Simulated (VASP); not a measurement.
Wanted: the native input for a VASP 6.6.1 run.

| Property | Result |
| --- | --- |
| Task | single point |
| Functional | LDA |
| Potentials or basis | VASP PAW LDA potentials, release 64 (W_sv_GW, Se_GW) |
| Cutoff | 550 eV |
| k mesh | 9 × 9 × 1 |
| Occupations | fermi-dirac, width 0.02 eV |
| Spin | no spin polarisation |
| Dipole correction | yes |
| Further INCAR settings | ALGO = Normal; EDIFF = 1e-07 |

The structure of WSe lies in POSCAR:

```
WSe
3.3179
    1.000011330390      0.000000000000      0.000000000000
   -0.500005665180      0.866035216191      0.000000000000
    0.000000000000      0.000000000000      9.541620428584
W Se
2 2
Direct
   -0.0037760000      0.0035900000      0.2347350000
    0.0036220000     -0.0178020000      0.7618600000
    0.3587420000      0.6766950000      0.2903730000
    0.3474750000      0.6777570000      0.7087280000
```

The cell isn't the ideal one: the (0 0 1) slab of WSe2, cut from the database cell, not relaxed; atoms moved at random, drawn with an rms of 0.1 Å.

These files were run (other wordings do the same):

INCAR

```
PREC     = Accurate       # precision mode
ENCUT    = 550            # plane-wave cutoff, eV
EDIFF    = 1E-7           # SCF threshold, eV
ISMEAR   = -1             # smearing method
SIGMA    = 0.02           # smearing width, eV
LREAL    = False          # projectors in reciprocal space
LASPH    = True           # aspherical terms in the spheres
NELM     = 80             # most SCF steps
ALGO     = Normal         # electronic algorithm
ISIF     = 2              # what is computed and relaxed
LWAVE    = False          # write WAVECAR
LCHARG   = True           # write CHGCAR
LDIPOL   = True         
IDIPOL   = 3            
DIPOL    = 0.5 0.5 0.499
GGA      = CA             # functional
LELF     = True           # ELF
LVHAR    = True         
LVACPOTAV= True
```

KPOINTS

```
Automatic mesh
0
Gamma
  9 9 1
```

Potentials or basis: VASP PAW LDA potentials, release 64 (W_sv_GW, Se_GW).

Launch:

```sh
$ cat potpaw_LDA.64/W_sv_GW/POTCAR potpaw_LDA.64/Se_GW/POTCAR > POTCAR
$ mpirun -np 1 vasp_std > vasp.out
```

It gave:

| Property | Result |
| --- | --- |
| Largest force | 2.368 eV/Å |
| Band gap on the k mesh | 0.21 eV, indirect (least direct gap 0.63 eV) |
| Ionisation potential of the upper face | 4.96 eV |

Caveat: spin-orbit coupling is left out, which moves the levels of the heavy elements.

Wall time 14 min on 1 thread of Intel(R) Xeon(R) 6975P-C (Granite Rapids), with other jobs on the host, peak memory 0.57 GiB.
